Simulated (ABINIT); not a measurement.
# GaP (F-43m) in ABINIT: notebook, part 2 of 2

ABINIT 10.8.3 (patched build).

## 3. Band structure, LDA-PZ, spin-orbit coupling, no magnetisation

Contents of run.abi:

```
ndtset 2

pp_dirpath "./"
pseudos "Ga.LDA_PW-JTH.xml, P.LDA_PW-JTH.xml"

acell 7.2831660764 7.2831660764 7.2831660764
rprim
     0.0000000000     0.7071067812     0.7071067812
     0.7071067812     0.0000000000     0.7071067812
     0.7071067812     0.7071067812     0.0000000000
ntypat 2
znucl 31 15
natom 2
typat 1 2
xcart
     0.0000000000     0.0000000000     0.0000000000
     4.0878750000     4.0878750000     4.0878750000 Angstrom

ecut 20.0
pawecutdg 40.0

ixc 2

occopt 3
tsmear 0.05 eV

nspinor 2
nspden 1
pawspnorb 1

nstep 100

iomode 3
prtwf 0
prteig 0
prtebands 0
enunit 1
prtden1 1
prtvha1 1
prtvclmb1 1
prtpot1 1

kptopt1 4
ngkpt1 8 8 8
nshiftk1 1
shiftk1 0.0 0.0 0.0
nband1 26
tolvrs1 1.0e-9

iscf2 -2
getden2 1
nband2 34
nbdbuf2 2
tolwfr2 1.0e-12
kptopt2 -9
ndivsm2 8
prteig2 1
kptbounds2
     0.0000000000     0.0000000000     0.0000000000
     0.5000000000     0.0000000000     0.5000000000
     0.5000000000     0.2500000000     0.7500000000
     0.3750000000     0.3750000000     0.7500000000
     0.0000000000     0.0000000000     0.0000000000
     0.5000000000     0.5000000000     0.5000000000
     0.6250000000     0.2500000000     0.6250000000
     0.5000000000     0.2500000000     0.7500000000
     0.5000000000     0.5000000000     0.5000000000
     0.3750000000     0.3750000000     0.7500000000
```

Potentials or basis: JTH PAW LDA v2.0.

Launch:

```
$ abinit run.abi > log 2>&1
```

run.abo:

```text
.Version 10.8.3 of ABINIT
 DATASET    1 : space group F2 3 (#196); Bravais cF (face-center cubic)
================================================================================
 Values of the parameters that define the memory need for DATASET  1.
     intxc =       0    ionmov =       0      iscf =      17    lmnmax =      18
     lnmax =       6     mgfft =      30  mpssoang =       3    mqgrid =    3001
     natom =       2  nloc_mem =       2    nspden =       1   nspinor =       2
    nsppol =       1      nsym =      12    n1xccc =       1    ntypat =       2
    occopt =       3   xclevel =       1
       mpw =        1211          nfft =       27000          nkpt =          52
 PAW method is used; the additional fine FFT grid is defined by:
   mgfftf=        45    nfftf =     91125
================================================================================
================================================================================

 DATASET    2 : space group F2 3 (#196); Bravais cF (face-center cubic)
================================================================================
 Values of the parameters that define the memory need for DATASET  2.
     intxc =       0    ionmov =       0      iscf =      -2    lmnmax =      18
     lnmax =       6     mgfft =      30  mpssoang =       3    mqgrid =    3001
     natom =       2  nloc_mem =       2    nspden =       1   nspinor =       2
    nsppol =       1      nsym =      12    n1xccc =       1    ntypat =       2
    occopt =       3   xclevel =       1
       mpw =        1211          nfft =       27000          nkpt =         139
 PAW method is used; the additional fine FFT grid is defined by:
   mgfftf=        45    nfftf =     91125
================================================================================
================================================================================

--------------------------------------------------------------------------------
------------- Echo of variables that govern the present computation ------------
[... 2022 lines left out ...]
    2      4.08787499729965     4.08787499729965     4.08787499729965
 length scales=  7.283166076400  7.283166076400  7.283166076400 bohr
              =  3.854085508238  3.854085508238  3.854085508238 angstroms
 Eigenvalues (   eV  ) for nkpt= 139  k points:
 kpt#   1, nband= 34, wtk=  1.00000, kpt=  0.0000  0.0000  0.0000 (reduced coord)
  -9.83324   -9.83324   -9.83324   -9.83324   -9.41346   -9.41346   -9.34809   -9.34809
  -9.34809   -9.34809   -7.44668   -7.44668    5.01773    5.01773    5.10550    5.10550
   5.10550    5.10550    6.68266    6.68266    8.74789    8.74789    8.92091    8.92091
   8.92091    8.92091   13.55733   13.55733   14.81479   14.81479   14.81479   14.81479
  17.32681   17.34519
 kpt#   2, nband= 34, wtk=  1.00000, kpt=  0.0217  0.0000  0.0217 (reduced coord)
  -9.83366   -9.83366   -9.83285   -9.83285   -9.41353   -9.41353   -9.34853   -9.34853
  -9.34771   -9.34771   -7.43841   -7.43841    4.95829    4.95829    5.04712    5.04712
   5.07942    5.07942    6.77278    6.77278    8.75818    8.75818    8.91999    8.91999
   8.95497    8.95497   13.60239   13.60239   14.72003   14.72003   14.82250   14.82250
  17.34803   17.36902
 kpt#   3, nband= 34, wtk=  1.00000, kpt=  0.0435  0.0000  0.0435 (reduced coord)
  -9.83433   -9.83433   -9.83233   -9.83233   -9.41374   -9.41374   -9.34899   -9.34899
  -9.34741   -9.34741   -7.41362   -7.41362    4.74332    4.74332    4.95645    4.95645
   5.00422    5.00422    6.99674    6.99674    8.73396    8.73396    8.97271    8.97271
   9.05376    9.05376   13.73342   13.73342   14.47020   14.47020   14.84552   14.84552
[... 803 lines left out ...]
  12.67946   12.68618   14.10609   14.19148   15.20430   15.21312   19.56046   19.61307
  20.20677   20.20762
 kpt# 138, nband= 34, wtk=  1.00000, kpt=  0.3839  0.3839  0.7321 (reduced coord)
  -9.88865   -9.85034   -9.81116   -9.79712   -9.46111   -9.38933   -9.35331   -9.35147
  -9.33532   -9.32291   -4.52086   -4.51894   -1.52779   -1.51805    1.03681    1.05924
   2.86224    2.86455    7.18346    7.18968   10.06196   10.06215   12.91749   12.93149
  12.98364   12.99421   14.04276   14.13827   15.24875   15.25777   19.60112   19.66484
  20.78426   20.79839
 kpt# 139, nband= 34, wtk=  1.00000, kpt=  0.3750  0.3750  0.7500 (reduced coord)
  -9.88886   -9.85124   -9.81065   -9.79725   -9.46016   -9.39074   -9.35299   -9.34875
  -9.33640   -9.32236   -4.47876   -4.47653   -1.57000   -1.56036    1.07186    1.09455
   2.79695    2.79916    7.11339    7.11901    9.75590    9.76040   13.16602   13.17253
  13.22078   13.23522   14.13461   14.23639   15.38149   15.39050   19.49368   19.55771
  20.81494   20.81660

== END DATASET(S) ==============================================================
================================================================================

 -outvars: echo values of variables after computation  --------
            acell      7.2831660764E+00  7.2831660764E+00  7.2831660764E+00 Bohr
           etotal1    -8.6038311500E+01
            fcart1    -1.6338942403E-30 -1.6338942403E-30  4.9016827210E-30
                       1.6338942403E-30  1.6338942403E-30 -4.9016827210E-30
            rprim      0.0000000000E+00  7.0710678120E-01  7.0710678120E-01
                       7.0710678120E-01  0.0000000000E+00  7.0710678120E-01
                       7.0710678120E-01  7.0710678120E-01  0.0000000000E+00
           strten1     9.2602173282E-05  9.2602173282E-05  9.2602173282E-05
                       0.0000000000E+00  0.0000000000E+00  0.0000000000E+00
           xangst      0.0000000000E+00  0.0000000000E+00  0.0000000000E+00
                       4.0878749973E+00  4.0878749973E+00  4.0878749973E+00
             xred      0.0000000000E+00  0.0000000000E+00  0.0000000000E+00
                       7.5000000000E-01  7.5000000000E-01  7.5000000000E-01
 Calculation completed.
```

It took 5.5 min on 1 thread of Arm Neoverse V1, shared host; peak memory 0.26 GiB.

Results:

| Item | Value |
| --- | --- |
| Free energy | -2341.2217 eV |
| Pressure | -2.7 GPa |
| Band gap on the k mesh | 1.46 eV, indirect (least direct gap 1.58 eV) |
| Band gap along the path | 1.41 eV, indirect (least direct gap 1.58 eV) |
| Valence electrons inside the program's atomic spheres | Ga 11.09; P 1.60 |

Levels at the corners of the path, in eV from the valence-band top:
```csv
point,band 16,band 17,band 18,band 19,band 20,band 21
Γ,0.00,0.00,0.00,1.58,1.58,3.64
X,-2.75,-2.73,-2.73,1.47,1.47,1.65
W,-3.64,-3.53,-3.48,4.56,4.56,4.72
K,-4.01,-2.31,-2.31,2.01,2.01,4.65
Γ,0.00,0.00,0.00,1.58,1.58,3.64
L,-1.20,-1.12,-1.12,1.47,1.47,4.56
U,-4.01,-2.31,-2.31,2.01,2.01,4.65
W,-3.64,-3.53,-3.48,4.56,4.56,4.72
L,-1.20,-1.12,-1.12,1.47,1.47,4.56
K,-4.01,-2.31,-2.31,2.01,2.01,4.65
```

## 4. Band structure, LDA-VWN

Contents of run.abi:

```
# Datasets: ground state, then fixed potential
ndtset 2

# Pseudopotentials
pp_dirpath "./"
pseudos "Ga.upf, P.upf"

# Structure
acell 3*1.0 Angstrom
rprim
     0.0000000000     2.7252500000     2.7252500000
     2.7252500000     0.0000000000     2.7252500000
     2.7252500000     2.7252500000     0.0000000000
ntypat 2
znucl 31 15
natom 2
typat 1 2
xred
     0.0000000000     0.0000000000     0.0000000000
     0.7500000000     0.7500000000     0.7500000000

# Plane-wave basis
ecut 1088.455450 eV

# Exchange and correlation
ixc -1007

# Bands and occupations
occopt 3
tsmear 0.05 eV

# SCF cycle
nstep 100

# Output
iomode 3
prtwf 0
prteig 0
prtebands 0
prtden1 1

# Dataset 1
kptopt1 1
ngkpt1 8 8 8
nshiftk1 1
shiftk1 0.0 0.0 0.0
nband1 13
tolvrs1 1.0e-10

# Dataset 2: bands along G-X-W-K-G-L-U-W-L-K
iscf2 -2
getden2 1
nband2 17
nbdbuf2 2
tolwfr2 1.0e-12
kptopt2 -9
ndivsm2 6
prteig2 1
kptbounds2
     0.0000000000     0.0000000000     0.0000000000
     0.5000000000     0.0000000000     0.5000000000
     0.5000000000     0.2500000000     0.7500000000
     0.3750000000     0.3750000000     0.7500000000
     0.0000000000     0.0000000000     0.0000000000
     0.5000000000     0.5000000000     0.5000000000
     0.6250000000     0.2500000000     0.6250000000
     0.5000000000     0.2500000000     0.7500000000
     0.5000000000     0.5000000000     0.5000000000
     0.3750000000     0.3750000000     0.7500000000
```

Potentials or basis: PseudoDojo NC SR LDA v0.4.1 standard.

Launch:

```
$ abinit run.abi > log 2>&1
```

Wall time 3.4 min (1 thread of Arm Neoverse V1, shared host); peak memory 0.16 GiB.

The run converged. Its results:

```yaml
Free_energy: -2268.2715 eV
Pressure: -3.0 GPa
Band_gap_on_the_k_mesh: 1.50 eV, indirect (least direct gap 1.60 eV)
Band_gap_along_the_path: 1.45 eV, indirect (least direct gap 1.60 eV)
Valence_electrons_inside_the_program's_atomic_spheres: Ga 10.84; P 2.80
```

Levels at the corners of the path, in eV from the valence-band top:
```csv
point,band 6,band 7,band 8,band 9,band 10,band 11,band 12,band 13
Γ,-12.52,0.00,0.00,0.00,1.60,3.80,3.80,3.80
X,-9.52,-6.85,-2.70,-2.70,1.51,1.69,10.43,10.43
W,-9.43,-6.64,-3.62,-3.47,4.60,4.77,5.97,6.01
K,-9.56,-6.64,-3.98,-2.27,2.05,4.69,8.11,8.14
Γ,-12.52,0.00,0.00,0.00,1.60,3.80,3.80,3.80
L,-10.44,-6.71,-1.13,-1.13,1.50,4.64,4.64,8.07
U,-9.56,-6.64,-3.98,-2.27,2.05,4.69,8.11,8.14
W,-9.43,-6.64,-3.62,-3.47,4.60,4.77,5.97,6.01
L,-10.44,-6.71,-1.13,-1.13,1.50,4.64,4.64,8.07
K,-9.56,-6.64,-3.98,-2.27,2.05,4.69,8.11,8.14
```

## 5. Overview

```tsv
level	potentials or basis	spin	cutoff (eV)	fine-grid cutoff	gap on the mesh (eV)	pressure (GPa)
PBEsol	PseudoDojo NC SR PBEsol v0.4.1 standard	off	1088	-	1.52	-0.5
LDA-PZ	JTH PAW LDA v2.0	SOC, no magnetisation	544	1088.46 eV	1.46	-2.7
LDA-VWN	PseudoDojo NC SR LDA v0.4.1 standard	off	1088	-	1.50	-3.0
```

Alike in all rows: task band structure; cell as given; k mesh 8 × 8 × 8; smearing fermi-dirac 0.05 eV.

Absolute energies hang on the potentials; compare differences alone.

## 6. Comparison with measurements

Step 2. Against the measured gap of GaP, 2.34 eV (indirect; 10 K; quoted in “Stacking defects in GaP nanowires: Electronic structure and optical properties”, 2018, arxiv:1810.01194), the calculated 1.47 eV is off by -0.87 eV. Spin-orbit coupling on Ga is left out. The value is that of PBEsol, without temperature or zero-point motion. Semilocal functionals fall short of measured gaps as a rule.

Step 3. A measured gap of GaP is 2.34 eV (indirect; 10 K; quoted in “Stacking defects in GaP nanowires: Electronic structure and optical properties”, 2018, arxiv:1810.01194); the calculated 1.41 eV misses it by -0.93 eV. The value is that of LDA-PZ, without temperature or zero-point motion. Semilocal functionals fall short of measured gaps as a rule.

Step 4. A measured gap of GaP is 2.34 eV (indirect; 10 K; quoted in “Stacking defects in GaP nanowires: Electronic structure and optical properties”, 2018, arxiv:1810.01194); the calculated 1.45 eV misses it by -0.89 eV. Spin-orbit coupling on Ga is left out. The value is that of LDA-VWN, without temperature or zero-point motion. Semilocal functionals fall short of measured gaps as a rule.
